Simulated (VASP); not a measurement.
**Ti2O: relaxation of cell and atoms with LDA**

Ti2O:

```
Ti O
1.0
     2.91940    0.00000    0.00000
    -1.45970    2.52827    0.00000
     0.00000    0.00000    4.71300
Ti O
2 1
Cartesian
  0.0000 1.6855 3.3993
  1.4597 0.8428 1.3137
  0.0000 0.0000 0.0000
```

```json
{"Program": "VASP 6.6.1", "Task": "relaxation of cell and atoms", "Functional": "LDA", "Potentials or basis": "VASP PAW LDA potentials, release 64 (Ti_sv, O)", "Cutoff": "600 eV", "k mesh": "8 × 8 × 6", "Occupations": "fermi-dirac, width 0.05 eV", "Spin": "no spin polarisation", "Ladder": "gaps", "Further INCAR settings": "ALGO = Normal; EDIFF = 1e-07; IBRION = 2; EDIFFG = -0.01; NSW = 60; ISIF = 3"}
```

- Relaxed volume: 11.60 Å³/atom
- Relaxed cell: a = 2.934 Å, b = 2.934 Å, c = 4.666 Å, α = 90.00°, β = 90.00°, γ = 120.00°
- Space group after relaxing (to 0.05 Å): P-3m1 (No. 164)
- Energy gained by relaxing: 36.6 meV/atom
- Ionic steps: 8
- Pressure after relaxing: 0.0 GPa
- Largest force after relaxing: 0.004 eV/Å
- Band gap on the k mesh: none (metal or under the smearing width)

Forces in eV/Å, atoms in the order of the input:
```
Ti   0.000  0.000 -0.004
Ti   0.000  0.000  0.004
O    0.000  0.000  0.000
```

Stress tensor (GPa, compression positive):
```
 0.05  0.00  0.00
 0.00  0.05  0.00
 0.00  0.00 -0.02
```

The path:
| step | energy change (eV) | largest force (eV/Å) | pressure (GPa) | volume (Å³) |
| --- | --- | --- | --- | --- |
| 1 | 0.0000 | 1.4050 | -1.31 | 34.79 |
| 2 | -0.0892 | 0.0390 | 2.61 | 34.31 |
| 3 | -0.0900 | 0.1444 | 2.16 | 34.35 |
| 4 | -0.1058 | 0.0819 | -1.70 | 35.04 |
| 5 | -0.1059 | 0.0753 | -1.95 | 35.09 |
| 6 | -0.1087 | 0.0557 | 0.87 | 34.69 |
| 7 | -0.1099 | 0.0072 | -0.13 | 34.83 |
| 8 | -0.1099 | 0.0037 | 0.03 | 34.79 |

Final structure:
```xyz
3
Lattice="2.9342 0.0000 0.0000 -1.4671 2.5411 0.0000 0.0000 0.0000 4.6663" Properties=species:S:1:pos:R:3 pbc="T T T"
Ti    0.0000    1.6941    3.4509
Ti    1.4671    0.8470    1.2155
O    -1.4671    2.5411    0.0000
```

Levels at points of the mesh, in eV from the Fermi level:
```
           k point  band 13  band 14  band 15  band 16  band 17  band 18
(0.00, 0.00, 0.00)    -3.44     0.10     0.23     0.60     0.60     1.02
(0.50, 0.00, 0.00)    -2.73    -1.23    -0.41     1.44     1.85     3.00
(0.00, 0.00, 0.50)    -1.60    -1.46     0.07     0.07     1.38     2.14
(0.50, 0.00, 0.50)    -1.70    -1.14    -0.54    -0.03     1.17     2.72
```

Run time: 110 s on 1 thread of Intel(R) Xeon(R) Platinum 8488C (Sapphire Rapids) (shared host), peak memory 0.17 GiB.

Caveat: semilocal functionals often make such compounds metallic where correlation or magnetic order opens a gap, which also shifts bond lengths.
